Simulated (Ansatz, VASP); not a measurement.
# TiB2 in VASP and in Ansatz

```
Ti B
1.0
     0.00000    2.47434    2.47434
     2.47434    0.00000    2.47434
     2.47434    2.47434    0.00000
Ti B
1 2
Direct
  0.50000 0.50000 0.50000
  0.25000 0.25000 0.25000
  0.75000 0.75000 0.75000
```

Alike in both runs: task single point; functional PBE; k mesh 6 × 6 × 6; occupations gaussian, width 0.1 eV; no spin polarisation.

|  | VASP | Ansatz |
| --- | --- | --- |
| version | VASP 6.6.1 | Ansatz 0.2.0 |
| potentials or method | VASP PAW PBE potentials, release 64 (Ti_sv, B) | scalar-relativistic, plane waves, PAW |
| plane-wave cutoff (eV) | 520 | 420 |
| valence electrons in the cell | 18 | 18 |

|  | VASP | Ansatz | Ansatz less VASP |
| --- | --- | --- | --- |
| gap on the k mesh at the Fermi level (eV) | none | none | - |
| pressure (GPa) | 14.6 | 14.8 | +0.22 |

A gap of «none» marks a metal or a gap that the smearing closes.

Caveats: the k mesh is coarse (spacing up to 0.37 Å⁻¹), so the values aren't converged.
